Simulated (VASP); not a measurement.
# Pd (P6_3/mmc) in VASP: a series of runs

Runs on Pd. Level: PBE. Tasks: single point.

Program: VASP 6.6.1. These are calculated values, not measurements. Logs are shortened: lines on timing, memory, paths and dates and some standing lists are left out, and cuts for length are marked.

## Step 1: The crystal as given

Symmetry: P6_3/mmc, No. 194, hexagonal system. The conventional cell has a = 2.784 Å, b = 2.784 Å, c = 4.629 Å, α = 90.00°, β = 90.00°, γ = 120.00°. Around Pd (site symmetry -6m2) lie 12 Pd at 2.78 to 2.82 Å.

This isn't the form of Pd at room conditions, which is fcc.

## Step 2: Single point, PBE

File INCAR:

```
SYSTEM = Pd
PREC = Accurate ; ENCUT = 400
EDIFF = 1E-5 ; ISMEAR = -1
SIGMA = 0.2 ; LREAL = .FALSE.
LASPH = .TRUE. ; NELM = 100
ALGO = Normal ; ISIF = 2
LWAVE = .FALSE. ; LCHARG = .FALSE.
GGA = PE ; ADDGRID = .FALSE.
```

File KPOINTS:

```
Automatic mesh
0
G
  8 8 4
  0 0 0
```

File POSCAR:

```
Pd
1.0
    2.7836650458      0.0000000000      0.0000000000
   -1.3918325229      2.4107246453      0.0000000000
    0.0000000000      0.0000000000      4.6288930000
Pd
2
Direct
    0.3333333333      0.6666666667      0.2500000000
    0.6666666667      0.3333333333      0.7500000000
```

Potentials or basis: VASP PAW PBE potentials, release 64 (Pd).

The run is started by

```
$ cat potpaw_PBE.64/Pd/POTCAR > POTCAR
$ mpirun -np 1 vasp_std > vasp.out
```

OUTCAR:

```text
SYSTEM = Pd
   PREC = Accurate
   ENCUT = 400
   EDIFF = 1E-5
   ISMEAR = -1
   LREAL = .FALSE.
   LASPH = .TRUE.
   NELM = 100
   ISIF = 2
   GGA = PE

 Found     30 irreducible k-points:

 Following reciprocal coordinates:
            Coordinates               Weight
  0.000000  0.000000  0.000000      1.000000
  0.125000  0.000000  0.000000      6.000000
  0.250000  0.000000  0.000000      6.000000
  0.375000  0.000000  0.000000      6.000000
  0.500000  0.000000  0.000000      3.000000
  0.125000  0.125000  0.000000      6.000000
   k-points           NKPTS =     30   k-points in BZ     NKDIM =     30   number of bands    NBANDS=     14
   number of dos      NEDOS =    301   number of ions     NIONS =      2
   total plane-waves  NPLWV =   9720
   dimension x,y,z NGX =    18 NGY =   18 NGZ =   30
   dimension x,y,z NGXF=    36 NGYF=   36 NGZF=   60
   ions per type =               2
   NGX,Y,Z   is equivalent  to a cutoff of  10.75, 10.75, 10.77 a.u.
   NGXF,Y,Z  is equivalent  to a cutoff of  21.50, 21.50, 21.55 a.u.
 SYSTEM =  Pd
   PREC   = accura    normal or accurate (medium, high low for compatibility)
   ISTART =      0    job   : 0-new  1-cont  2-samecut
   ICHARG =      2    charge: 1-file 2-atom 10-const
   ISPIN  =      1    spin polarized calculation?
   LNONCOLLINEAR =      F non collinear calculations
   LSORBIT =      F    spin-orbit coupling
   LASPH  =      T    aspherical Exc in radial PAW
   ENCUT  =  400.0 eV  29.40 Ry    5.42 a.u.   4.54  4.54  7.55*2*pi/ulx,y,z
   NELM   =    100;   NELMIN=  2; NELMDL= -5     # of ELM steps
   EDIFF  = 0.1E-04   stopping-criterion for ELM
   LREAL  =      F    real-space projection
   EDIFFG = 0.1E-03   stopping-criterion for IOM
   NSW    =      0    number of steps for IOM
   IBRION =     -1    ionic relax: 0-MD 1-quasi-New 2-CG
   NFREE  =      0    steps in history (QN), initial steepest desc. (CG)
   ISIF   =      2    stress and relaxation
   ISYM   =      2    0-nonsym 1-usesym 2-fastsym
   POTIM  = 0.5000    time-step for ionic-motion
   TEBEG  =    0.0;   TEEND  =   0.0 temperature during run
   PSTRESS=    0.0 pullay stress
   NELECT =      20.0000    total number of electrons
   NUPDOWN=      -1.0000    fix difference up-down
   EMIN   =  10.00;   EMAX   =-10.00  energy-range for DOS
   EFERMI =   0.00;   METHOD = LEGACY
   ISMEAR =    -1;   SIGMA  =   0.20  broadening in eV -4-tet -1-fermi 0-gaus
   EFERMI_NEDOS =   21; number of points for ismear=-14 and -15
   IALGO  =     38    algorithm
   IMIX   =      4    mixing-type and parameters
     AMIX     =   0.40;   BMIX     =  1.00
     AMIX_MAG =   1.60;   BMIX_MAG =  1.00
  volume/ion in A,a.u.               =      15.53       104.81
  Fermi-wavevector in a.u.,A,eV,Ry     =   1.413636  2.671385 27.189429  1.998367
  Thomas-Fermi vector in A             =   2.535261
   LORBIT       =      0    0 simple, 1 ext, 2 COOP (PROOUT), +10 PAW based schemes
   GGA     = PE    functional components
   LHFCALC =     F    Hartree Fock is set to
   AEXX    =    0.0000 exact exchange contribution
   IVDW    =     0    specifies the selected vdW correction
   LEPSILON=     F    determine dielectric tensor
   LRPA    =     F    only Hartree local field effects (RPA)
 non-spin polarized calculation
  energy-cutoff  :      400.00
  volume of cell :       31.06
 maximum number of plane-waves:       580
   NGX =  9   NGY =  9   NGZ = 15

 number of electron      19.9999992 magnetization

 Free energy of the ion-electron system (eV)
  ---------------------------------------------------
  ext. energy  EPLUGINS =         0.00000000
  ---------------------------------------------------
  free energy    TOTEN  =       -10.60402556 eV

  energy without entropy =      -10.17472265  energy(sigma->0) =      -10.38937411

 E-fermi :   9.0408     XC(G=0): -12.8654

 val. band max:        9.0332962107   @ k =   0.1250   0.1250   0.5000
 cond. band min:       9.0519146519   @ k =   0.3750   0.1250   0.2500
 fundamental gap:      0.0186184412
 Fermi energy:         9.0408110644

 k-point     1 :       0.0000    0.0000    0.0000
  band No.  band energies     occupation
      1       2.1886      2.00000
      2       4.0174      2.00000
      3       6.2206      2.00000
      4       6.4192      2.00000
      5       6.4192      2.00000
      6       6.7459      1.99998
      7       6.7459      1.99998
      8       7.3697      1.99953
      9       7.3697      1.99953
     10       8.6984      1.69417
     11       8.6984      1.69417
     12       9.9131      0.02520
     13      15.5857      0.00000
     14      26.0172      0.00000

 k-point     2 :       0.1250    0.0000    0.0000
  band No.  band energies     occupation
      1       2.6659      2.00000
      2       4.3369      2.00000
      3       5.9819      2.00000
      4       6.5378      1.99999
      5       6.7140      1.99998
      6       6.7328      1.99998
      7       6.9275      1.99995
      8       7.0351      1.99991
      9       7.1866      1.99981
     10       7.6208      1.99835
     11       8.7721      1.58617
     12      11.6914      0.00000
     13      15.6124      0.00000
     14      25.5053      0.00000

 k-point     3 :       0.2500    0.0000    0.0000
  band No.  band energies     occupation
      1       3.8059      2.00000
      2       4.6944      2.00000
      3       5.7297      2.00000
      4       5.9185      2.00000
      5       6.3712      2.00000
      6       6.8191      1.99997
      7       7.0893      1.99988
      8       7.4854      1.99916
      9       7.5636      1.99876
     10       7.7930      1.99610
     11       8.8795      1.38271
     12      14.2680      0.00000
     13      15.8141      0.00000
     14      21.4271      0.00000

 k-point     4 :       0.3750    0.0000    0.0000
  band No.  band energies     occupation
      1       4.2913      2.00000
      2       4.5372      2.00000
      3       4.8826      2.00000
      4       6.5102      1.99999
      5       6.6541      1.99999
      6       6.7452      1.99998
      7       6.8135      1.99997
      8       8.5199      1.86230
      9       8.6828      1.71383
     10       8.9340      1.26086
     11       9.2120      0.59639
     12      15.9623      0.00000
     13      16.9450      0.00000
     14      17.6689      0.00000

 k-point     5 :       0.5000    0.0000    0.0000
  band No.  band energies     occupation
      1       4.1423      2.00000
      2       4.5247      2.00000
      3       4.5915      2.00000
      4       6.3932      2.00000
      5       6.6143      1.99999
      6       6.9460      1.99994
      7       7.3151      1.99964
      8       8.9472      1.22988
      9       8.9478      1.22848
     10       9.1267      0.78853
     11      11.4771      0.00001
     12      13.3305      0.00000
     13      18.3520      0.00000
     14      18.6367      0.00000

 k-point     6 :       0.1250    0.1250    0.0000
  band No.  band energies     occupation
      1       3.5181      2.00000
      2       4.8022      2.00000
      3       5.6351      2.00000
      4       6.1140      2.00000
      5       6.4419      2.00000
      6       6.7008      1.99998
      7       6.9182      1.99995
      8       7.3778      1.99951
      9       7.3946      1.99947
     10       7.7427      1.99697
     11       8.8042      1.53104
     12      13.5725      0.00000
     13      15.7435      0.00000
     14      23.7548      0.00000

 [... further k-points ...]
[... 5 lines left out ...]
  --------------------------------------------------------------------------------------
  -------------------------------------------------------------------------------------
  Total       -0.0598466     -0.0598466     -0.4431240     -0.0000000      0.0000000      0.0000000
  in kB       -3.0867989     -3.0867989    -22.8556795     -0.0000000      0.0000000      0.0000000
  external PRESSURE =      -9.6764258 kB  Pullay stress =       0.0000000 kB

 VOLUME and BASIS-vectors are now :
 -----------------------------------------------------------------------------
  energy-cutoff  :      400.00
  volume of cell :       31.06
      direct lattice vectors                 reciprocal lattice vectors
     2.783665046  0.000000000  0.000000000     0.359238624  0.207406516  0.000000000
    -1.391832523  2.410724645  0.000000000     0.000000000  0.414813032  0.000000000
     0.000000000  0.000000000  4.628893000     0.000000000  0.000000000  0.216034374

 POSITION                                       TOTAL-FORCE (eV/Angst)
 -----------------------------------------------------------------------------------
     -0.00000      1.60715      1.15722         0.000000      0.000000      0.000000
      1.39183      0.80357      3.47167        -0.000000     -0.000000      0.000000
 -----------------------------------------------------------------------------------
    total drift:                               -0.000000      0.000000     -0.000000

  FREE ENERGIE OF THE ION-ELECTRON SYSTEM (eV)
  ---------------------------------------------------
  free  energy   TOTEN  =       -10.6040255616 eV

  energy  without entropy=      -10.1747226487  energy(sigma->0) =      -10.38937411
```

Run time: 3.8 s. Hardware: 1 thread of AMD EPYC 9R45 (Zen 5), shared host; peak memory 0.09 GiB.

These settings aren't checked as converged: the numbers below hold their error.

What came out:

```yaml
Free_energy: -10.6040 eV
Pressure: -1.0 GPa
Band_gap_on_the_k_mesh: none (metal or under the smearing width)
```

## Step 3: Single point, PBE

INCAR is that of step 2.

KPOINTS is that of step 2.

File POSCAR:

```
Pd
1.0
    2.7836650458      0.0000000000      0.0000000000
   -1.3918325229      2.4107246453      0.0000000000
    0.0000000000      0.0000000000      4.6288930000
Pd
2
Direct
    0.3690330000      0.6707680000      0.2457130000
    0.7034100000      0.3270270000      0.7475630000
```

Potentials or basis: VASP PAW PBE potentials, release 64 (Pd).

The run is started by

```
$ cat potpaw_PBE.64/Pd/POTCAR > POTCAR
$ mpirun -np 1 vasp_std > vasp.out
```

Wall time 12 s (1 thread of AMD EPYC 9R45 (Zen 5), shared host); peak memory 0.12 GiB.

The run converged, but some of its settings lie outside the range that counts as converged, so its numbers aren't taken as properties of the crystal.

Results:

- Free energy: -10.6032 eV
- Pressure: -1.0 GPa
- Largest force: 0.076 eV/Å
- Band gap on the k mesh: none (metal or under the smearing width)

## Step 4: Single point, PBE

File INCAR:

```
SYSTEM = Pd
PREC = Accurate ; ENCUT = 400
EDIFF = 1E-6 ; ISMEAR = -1
SIGMA = 0.2 ; LREAL = .FALSE.
LASPH = .TRUE. ; NELM = 100
ALGO = Normal ; ISIF = 2
LWAVE = .FALSE. ; LCHARG = .FALSE.
GGA = PE ; ADDGRID = .TRUE.
```

KPOINTS is that of step 3.

File POSCAR:

```
Pd
1.0
    2.7836650458      0.0000000000      0.0000000000
   -1.3918325229      2.4107246453      0.0000000000
    0.0000000000      0.0000000000      4.6288930000
Pd
2
Direct
    0.3333333333      0.6666666667      0.2500000000
    0.6666666667      0.3333333333      0.7500000000
```

The run is started by

```
$ cat potpaw_PBE.64/Pd/POTCAR > POTCAR
$ mpirun -np 1 vasp_std > vasp.out
```

Run time: 5.6 s. Hardware: 1 thread of AMD EPYC 9R45 (Zen 5), shared host; peak memory 0.14 GiB.

The run converged, but some of its settings lie outside the range that counts as converged, so its numbers aren't taken as properties of the crystal.

What came out:

```
Free energy            : -10.6040 eV
Pressure               : -0.9 GPa
Band gap on the k mesh : none (metal or under the smearing width)
```

## Step 5: Single point, PBE

INCAR is that of step 4.

KPOINTS is that of step 4.

File POSCAR:

```
Pd
1.0
    2.7836650458      0.0000000000      0.0000000000
   -1.3918325229      2.4107246453      0.0000000000
    0.0000000000      0.0000000000      4.6288930000
Pd
2
Direct
    0.3690330000      0.6707680000      0.2457130000
    0.7034100000      0.3270270000      0.7475630000
```

The run is started by

```
$ cat potpaw_PBE.64/Pd/POTCAR > POTCAR
$ mpirun -np 1 vasp_std > vasp.out
```

It took 16 s on 1 thread of AMD EPYC 9R45 (Zen 5), shared host; peak memory 0.16 GiB.

The run converged, but some of its settings lie outside the range that counts as converged, so its numbers aren't taken as properties of the crystal.

What came out:

```yaml
Free_energy: -10.6032 eV
Pressure: -0.9 GPa
Largest_force: 0.076 eV/Å
Band_gap_on_the_k_mesh: none (metal or under the smearing width)
```

## Step 6: Single point, PBE

File INCAR:

```
SYSTEM = Pd
PREC = Accurate ; ENCUT = 400
EDIFF = 1E-6 ; ISMEAR = -1
SIGMA = 0.2 ; LREAL = .FALSE.
LASPH = .FALSE. ; NELM = 100
ALGO = Normal ; ISIF = 2
LWAVE = .FALSE. ; LCHARG = .FALSE.
GGA = PE ; ADDGRID = .FALSE.
```

KPOINTS is that of step 5.

File POSCAR:

```
Pd
1.0
    2.7836650458      0.0000000000      0.0000000000
   -1.3918325229      2.4107246453      0.0000000000
    0.0000000000      0.0000000000      4.6288930000
Pd
2
Direct
    0.3333333333      0.6666666667      0.2500000000
    0.6666666667      0.3333333333      0.7500000000
```

Potentials or basis: VASP PAW PBE potentials, release 64 (Pd).

The run is started by

```
$ cat potpaw_PBE.64/Pd/POTCAR > POTCAR
$ mpirun -np 1 vasp_std > vasp.out
```

OUTCAR:

```text
SYSTEM = Pd
   PREC = Accurate
   ENCUT = 400
   EDIFF = 1E-6
   ISMEAR = -1
   LREAL = .FALSE.
   LASPH = .FALSE.
   NELM = 100
   ISIF = 2
   GGA = PE

 Found     30 irreducible k-points:

 Following reciprocal coordinates:
            Coordinates               Weight
  0.000000  0.000000  0.000000      1.000000
  0.125000  0.000000  0.000000      6.000000
  0.250000  0.000000  0.000000      6.000000
  0.375000  0.000000  0.000000      6.000000
  0.500000  0.000000  0.000000      3.000000
  0.125000  0.125000  0.000000      6.000000
   k-points           NKPTS =     30   k-points in BZ     NKDIM =     30   number of bands    NBANDS=     14
   number of dos      NEDOS =    301   number of ions     NIONS =      2
   total plane-waves  NPLWV =   9720
   dimension x,y,z NGX =    18 NGY =   18 NGZ =   30
   dimension x,y,z NGXF=    36 NGYF=   36 NGZF=   60
   ions per type =               2
   NGX,Y,Z   is equivalent  to a cutoff of  10.75, 10.75, 10.77 a.u.
   NGXF,Y,Z  is equivalent  to a cutoff of  21.50, 21.50, 21.55 a.u.
 SYSTEM =  Pd
   PREC   = accura    normal or accurate (medium, high low for compatibility)
   ISTART =      0    job   : 0-new  1-cont  2-samecut
   ICHARG =      2    charge: 1-file 2-atom 10-const
   ISPIN  =      1    spin polarized calculation?
   LNONCOLLINEAR =      F non collinear calculations
   LSORBIT =      F    spin-orbit coupling
   LASPH  =      F    aspherical Exc in radial PAW
[... 61 lines left out ...]
      3       6.2190      2.00000
      4       6.4190      2.00000
      5       6.4190      2.00000
      6       6.7457      1.99998
      7       6.7457      1.99998
      8       7.3701      1.99953
      9       7.3701      1.99953
     10       8.6989      1.69318
     11       8.6989      1.69318
     12       9.9130      0.02518
     13      15.5852      0.00000
     14      26.0164      0.00000
[... 71 lines left out ...]
      1       3.5179      2.00000
      2       4.8011      2.00000
      3       5.6345      2.00000
      4       6.1141      2.00000
      5       6.4416      2.00000
      6       6.7010      1.99998
      7       6.9170      1.99995
      8       7.3781      1.99951
      9       7.3943      1.99947
     10       7.7424      1.99697
     11       8.8047      1.52963
     12      13.5728      0.00000
     13      15.7431      0.00000
     14      23.7546      0.00000

 [... further k-points ...]
[... 5 lines left out ...]
  --------------------------------------------------------------------------------------
  -------------------------------------------------------------------------------------
  Total       -0.0402685     -0.0402685     -0.4368881      0.0000000     -0.0000000      0.0000000
  in kB       -2.0769893     -2.0769893    -22.5340412      0.0000000     -0.0000000      0.0000000
  external PRESSURE =      -8.8960066 kB  Pullay stress =       0.0000000 kB

 VOLUME and BASIS-vectors are now :
 -----------------------------------------------------------------------------
  energy-cutoff  :      400.00
  volume of cell :       31.06
      direct lattice vectors                 reciprocal lattice vectors
     2.783665046  0.000000000  0.000000000     0.359238624  0.207406516  0.000000000
    -1.391832523  2.410724645  0.000000000     0.000000000  0.414813032  0.000000000
     0.000000000  0.000000000  4.628893000     0.000000000  0.000000000  0.216034374

 POSITION                                       TOTAL-FORCE (eV/Angst)
 -----------------------------------------------------------------------------------
     -0.00000      1.60715      1.15722        -0.000000      0.000000     -0.000000
      1.39183      0.80357      3.47167         0.000000      0.000000      0.000000
 -----------------------------------------------------------------------------------
    total drift:                               -0.000000      0.000000     -0.000000

  FREE ENERGIE OF THE ION-ELECTRON SYSTEM (eV)
  ---------------------------------------------------
  free  energy   TOTEN  =       -10.6039300597 eV

  energy  without entropy=      -10.1745840869  energy(sigma->0) =      -10.38925707
```

stdout:

```text
POSCAR found type information on POSCAR Pd
 POSCAR found :  1 types and       2 ions
 scaLAPACK will be used
 LDA part: xc-table for (Slater+PW92), standard interpolation
 POSCAR, INCAR and KPOINTS ok, starting setup
 FFT: planning ... GRIDC
 FFT: planning ... GRID_SOFT
 FFT: planning ... GRID
 WAVECAR not read
 entering main loop
```

It took 3.8 s on 1 thread of AMD EPYC 9R45 (Zen 5), shared host; peak memory 0.1 GiB.

The run converged, but some of its settings lie outside the range that counts as converged, so its numbers aren't taken as properties of the crystal.

What came out:

| Property | Result |
| --- | --- |
| Free energy | -10.6039 eV |
| Pressure | -0.9 GPa |
| Band gap on the k mesh | none (metal or under the smearing width) |

## Step 7: The reference run

An earlier run on the cell as given: functional PBEsol; potentials or basis VASP PAW PBE potentials, release 64 (Pd); cutoff 520 eV; k mesh 11 × 11 × 6; occupations fermi-dirac, width 0.05 eV; no spin polarisation.

- Pressure: -10.6 GPa
- Band gap on the k mesh: none (metal or under the smearing width)
